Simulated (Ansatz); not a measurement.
Molecular dynamics on a 2×2×1 supercell (16 atoms) of InGaAs2 (ordering on zincblende), relaxed with r2SCAN. Forces come from r2SCAN in the PAW code Ansatz: Langevin thermostat and barostat (NPT), 600 K, steps of 1 fs. Spin polarisation is off, nuclei are classical, and the run is far too short for thermal averages. The structure comes from a prototype and may be hypothetical.

```yaml
crystal:
  lattice:
    - [8.3119605186, 0.0, 0.0]
    - [0.0, 8.3119605186, 0.0]
    - [0.0, 0.0, 5.9135166472]
  atoms:
    - { symbol: Ga, position: [0.0, 0.0, 0.0] }
    - { symbol: As, position: [0.0, 0.25, 0.2300713556] }
    - { symbol: In, position: [0.25, 0.25, 0.5] }
    - { symbol: As, position: [0.25, 0.0, 0.7699286444] }
    - { symbol: Ga, position: [0.0, 0.5, 0.0] }
    - { symbol: As, position: [0.0, 0.75, 0.2300713556] }
    - { symbol: In, position: [0.25, 0.75, 0.5] }
    - { symbol: As, position: [0.25, 0.5, 0.7699286444] }
    - { symbol: Ga, position: [0.5, 0.0, 0.0] }
    - { symbol: As, position: [0.5, 0.25, 0.2300713556] }
    - { symbol: In, position: [0.75, 0.25, 0.5] }
    - { symbol: As, position: [0.75, 0.0, 0.7699286444] }
    - { symbol: Ga, position: [0.5, 0.5, 0.0] }
    - { symbol: As, position: [0.5, 0.75, 0.2300713556] }
    - { symbol: In, position: [0.75, 0.75, 0.5] }
    - { symbol: As, position: [0.75, 0.5, 0.7699286444] }
kpoints:
  mp_grid: { grid: [2, 2, 2] }
hamiltonian:
  xc: r2scan
scf:
  occupations: { method: fermi_dirac, width: 0.052 }
md:
  ensemble: npt_langevin
  temperature: 600
  timestep: 1.0
  n_steps: 20
  initial_velocities: maxwell_boltzmann
  seed: 2227
```

Command: `ansatz run input.yaml --threads 4 --pin off --max-ram 3686MiB --backend cpu --events-out ev --progress --plain --runs-dir out`.

Question: It ran on 4 threads of Arm Neoverse V1, on a shared host. About how long did it take, and what peak of host memory did it reach?

Answer: About 6.1 min, with a peak of 2.7 GiB.

```tsv
step	t (fs)	T (K)	free energy F from step 0 (meV/atom)	kinetic energy (meV/atom)	pressure (GPa)	volume (Å³/atom)	largest force (eV/Å)
0	0	562	0.0	72.7	0.30	25.53	0.03
1	1	560	0.1	72.4	0.30	25.54	0.10
2	2	599	0.4	77.4	0.31	25.54	0.19
3	3	577	0.9	74.6	0.29	25.55	0.29
4	4	567	1.6	73.2	0.28	25.55	0.39
5	5	548	2.4	70.8	0.27	25.56	0.48
6	6	583	3.5	75.3	0.29	25.56	0.58
7	7	580	4.8	75.0	0.29	25.57	0.67
8	8	549	6.3	71.0	0.28	25.58	0.76
9	9	528	7.8	68.3	0.27	25.58	0.84
10	10	511	9.6	66.1	0.29	25.59	0.94
11	11	569	11.5	73.6	0.34	25.59	1.06
12	12	575	13.7	74.3	0.36	25.59	1.18
13	13	565	16.0	73.1	0.37	25.60	1.32
14	14	521	18.5	67.4	0.35	25.61	1.45
15	15	496	20.9	64.1	0.34	25.63	1.58
16	16	481	23.4	62.1	0.33	25.64	1.69
17	17	471	25.9	60.9	0.32	25.66	1.79
18	18	467	28.4	60.3	0.32	25.67	1.90
19	19	445	31.0	57.5	0.33	25.68	2.00
20	20	440	33.5	56.9	0.36	25.69	2.11
```

The temperature goes from 562 K to 440 K in 20 fs. The thermostat hasn't had time to restore it.

Positions (Å) and forces (eV/Å) at step 20:
```
cell (Å): 8.328 0.000 0.000; 0.000 8.328 0.000; 0.000 0.000 5.925
Ga  -0.040   0.008  -0.048     0.099  -0.206   0.519
As  -0.095   2.036   1.334     0.811   0.455   0.314
In   2.115   2.094   3.018    -0.511  -0.001  -1.062
As   2.038   0.025   4.538     0.225  -0.460   0.200
Ga  -0.070   4.179  -0.039     1.562  -0.076   1.215
As  -0.038   6.248   1.424     0.341   0.030  -0.835
In   2.116   6.242   2.937    -0.466   0.238   0.095
As   2.082   4.183   4.499    -0.018   0.146   0.761
Ga   4.113   0.025  -0.014     0.231   0.168   0.118
As   4.168   2.146   1.351    -0.203  -0.244   0.114
In   6.217   2.030   3.015     0.047   0.539  -0.973
As   6.246   0.068   4.549    -0.529  -1.476   0.317
Ga   4.171   4.212  -0.031     0.106  -0.080  -0.040
As   4.137   6.270   1.369     0.549   0.012  -0.315
In   6.251   6.170   2.988    -0.317   0.445   0.265
As   6.381   4.087   4.588    -1.924   0.510  -0.694
```
